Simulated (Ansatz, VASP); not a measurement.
**Two plane-wave programs on NaH**

```
Na H
1.0
     0.00000    2.41604    2.41604
     2.41604    0.00000    2.41604
     2.41604    2.41604    0.00000
Na H
1 1
Direct
  0.00000 0.00000 0.00000
  0.50000 0.50000 0.50000
```

Alike in both runs: task relaxation of cell and atoms; functional PBE; dispersion D3(BJ); k mesh 8 × 8 × 8; occupations gaussian, width 0.02 eV; no spin polarisation.

```csv
,VASP,Ansatz
version,VASP 6.6.1,Ansatz 0.2.0
potentials or method,"VASP PAW PBE potentials, release 64 (Na_pv, H)","scalar-relativistic, plane waves, PAW"
plane-wave cutoff (eV),600,420
valence electrons in the cell,8,10
```

VASP gave:

* gap on the k mesh at the Fermi level, each at its own relaxed structure (eV): 3.89
* relaxed volume (Å³/atom): 13.11
* relaxed cell length with the largest relative difference (Å): 3.334
* energy change over the relaxation (meV/atom): -5

Q: Which values does Ansatz return?

A: gap on the k mesh at the Fermi level, each at its own relaxed structure (eV): 3.89; relaxed volume (Å³/atom): 13.12; relaxed cell length with the largest relative difference (Å): 3.335; energy change over the relaxation (meV/atom): -5.

The two sets of potentials don't hold the same shells in valence.

A k mesh can miss the band edges. Expect the measured gap to be larger: semilocal functionals such as PBE lack the derivative discontinuity.
